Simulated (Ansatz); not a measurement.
## Cu: pressure against volume

Cu, P6_3/mmc, a = 2.531 Å, c = 4.130 Å. This isn't the element's structure at ambient conditions. Ansatz: r2SCAN, PAW, 500 eV, Γ-centred 18×18×10 mesh on 2 atoms, Gaussian smearing 0.10 eV; no spin polarisation. Shape and atoms are relaxed at each volume; pressure is positive in compression.

| V (Å³/atom) | P (GPa) |
| --- | --- |
| 10.077 | ? |
| 10.421 | 19.34 |
| 10.764 | 11.71 |
| 11.108 | 5.35 |
| 11.451 | 0.04 |
| 11.795 | -4.39 |
| 12.138 | -8.07 |
| 12.596 | -12.03 |

Question: Take V0 = 11.451 Å³/atom, count pressures from its P0 = 0.04 GPa, fit the third-order Birch–Murnaghan form to the other rows, and predict the missing pressure.

Answer: With the Eulerian strain f = ½[(V0/V)^(2/3) − 1] and y = (P − P0)/[3f(1 + 2f)^(5/2)], the form is the line y = B0 + 1.5 B0 (B0′ − 4) f. Rows (f, y): 0.03243, 169.5; 0.02105, 166.7; 0.01024, 164.3; -0.00977, 158.8; -0.01905, 156.4; -0.03078, 153.2. Means f = 0.0006867, y = 161.48; Σ(Δf)² = 0.003003, ΣΔfΔy = 0.7766; the slope is their ratio. y = 161.3 + 258.7 f GPa, so B0 = 161.3 GPa and B0′ = 4 + 2 × (258.7)/(3 × 161.3) = 5.07. At V = 10.077, f = 0.04448, y = 172.81 and P = 28.57 GPa. The run gave 28.50 GPa, so the fit is 0.07 GPa too high, a small miss on the scale of the series.